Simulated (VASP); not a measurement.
Write the native input for VASP 6.6.1 that does the following.

| Quantity | Value |
| --- | --- |
| Task | band structure |
| Functional | LDA |
| Potentials or basis | VASP PAW LDA potentials, release 64 (Mg, O) |
| Cutoff | 520 eV |
| k mesh | 12 × 12 × 12 |
| Occupations | gaussian, width 0.03 eV |
| Spin | no spin polarisation |
| Further INCAR settings | ALGO = Fast; EDIFF = 1e-07; NBANDS = 11 |

The structure of MgO (Periclase) lies in POSCAR:

```
MgO                                     
1.0
    0.0000000000      2.1039232588      2.1039232588
    2.1039232588      0.0000000000      2.1039232588
    2.1039232588      2.1039232588      0.0000000000
  Mg              O             
     1     1
Direct
     0.0000000000000000    0.0000000000000000    0.0000000000000000
     0.5000000000000000    0.5000000000000000    0.5000000000000000
```

These files were run (other wordings do the same):

INCAR

```
ALGO = Fast
EDIFF = 1E-7
ENCUT = 520
ISIF = 2
ISMEAR = 0
LASPH = T
LCHARG = F
LREAL = F
LWAVE = F
NBANDS = 11
NELM = 80
PREC = Accurate
SIGMA = 0.03
```

KPOINTS

```
k-points
0
Gamma
  12 12 12
```

KPOINTS_OPT

```
explicit points
252
Reciprocal
 0.0000000000  0.0000000000  0.0000000000 1
 0.0357142857  0.0000000000  0.0357142857 1
 0.0714285714  0.0000000000  0.0714285714 1
 0.1071428571  0.0000000000  0.1071428571 1
 0.1428571429  0.0000000000  0.1428571429 1
 0.1785714286  0.0000000000  0.1785714286 1
[... 244 lines left out ...]
 0.4916948600  0.0083051400  0.5000000000 1
 0.5083051400 -0.0083051400  0.5000000000 1
```

Potentials or basis: VASP PAW LDA potentials, release 64 (Mg, O).

Launch:

```sh
$ cat potpaw_LDA.64/Mg/POTCAR potpaw_LDA.64/O/POTCAR > POTCAR
$ mpirun -np 1 vasp_std > vasp.out
```

Results of the run:

- Pressure: -7.3 GPa
- Band gap on the k mesh: 4.69 eV, direct
- Band gap along the path: 4.69 eV, direct

It took 13 s on 1 thread of Intel(R) Xeon(R) 6975P-C (Granite Rapids), with other jobs on the host, peak memory 0.15 GiB.
